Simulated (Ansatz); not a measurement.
(111) slab cut from the bulk of W, 15 Å of vacuum:

```xyz
5
Lattice="2.8270 0.0000 0.0000 -1.4135 2.4483 0.0000 0.0000 0.0000 24.2330" Properties=species:S:1:pos:R:3 pbc="T T T"
W     1.4135    0.8161    7.5000
W     0.0000    1.6322    9.8082
W     0.0000    0.0000   12.1165
W     1.4135    0.8161   14.4247
W     0.0000    1.6322   16.7330
```

The calculation used DFT PBEsol, scalar-relativistic, plane waves, PAW in Ansatz. Plane waves to 420 eV, a k mesh through Γ of 12×12×1 on the computed 5-atom cell and Gaussian smearing (0.10 eV); no spin polarisation. A dipole correction removes the field between periodic images along c.

This base run converges in 8 iterations with a largest force of 0.215 eV/Å and a work function of 5.11 eV on the top face.

One setting at a time is then changed, some of them on purpose to poor values; changes count from the base run, energies are extrapolated to zero smearing, γ keeps the base's bulk energy, atoms stay where they are, a change of functional drops any dispersion correction, and risky runs are capped at 50 to 100 iterations.

Task: What does each change do? cutoff 700 eV; occupations cold 0.2 eV; no preconditioner, β = 0.7; no dipole correction, vacuum of 5 Å; functional PBE; k mesh 18×18×1; vacuum of 7 Å; cutoff 200 eV; cutoff 300 eV.

Result:
```tsv
change	outcome	SCF iterations	ΔE (meV/atom)	Δγ (J/m²)	Δφ top (eV)	largest force (eV/Å)	largest change of a force (eV/Å)
cutoff 700 eV	converged	8	-1.0		0.00	0.215	0.000
occupations cold 0.2 eV	converged	8	-1.1	-0.006	0.00	0.223	0.007
no preconditioner, β = 0.7	converged with warnings	19	0.0	0.000		0.216	0.000
no dipole correction, vacuum of 5 Å	converged	8	-30.4	-0.176		0.383	0.170
functional PBE	converged	8			-0.10	0.591	0.377
k mesh 18×18×1	converged	8	-0.3	-0.002	-0.02	0.211	0.012
vacuum of 7 Å	converged with warnings	8	-2.4	-0.014	-0.16	0.226	0.013
cutoff 200 eV	converged with warnings	9	+3899.5		+0.12	0.592	0.378
cutoff 300 eV	converged with warnings	8	+42.5		0.00	0.214	0.002
```

Spin-orbit coupling is left out, which matters for the bands of heavy elements. In some of the runs (vacuum 7, cutoff 200) charge leaks into the vacuum, so their work functions can be off.

The reference crystal is the fcc form of W, which isn't its usual structure.

Cost: 10 runs of about 2.5 core-minutes in all, on Intel Xeon Platinum 8259CL (Skylake/Cascade Lake) (shared hosts).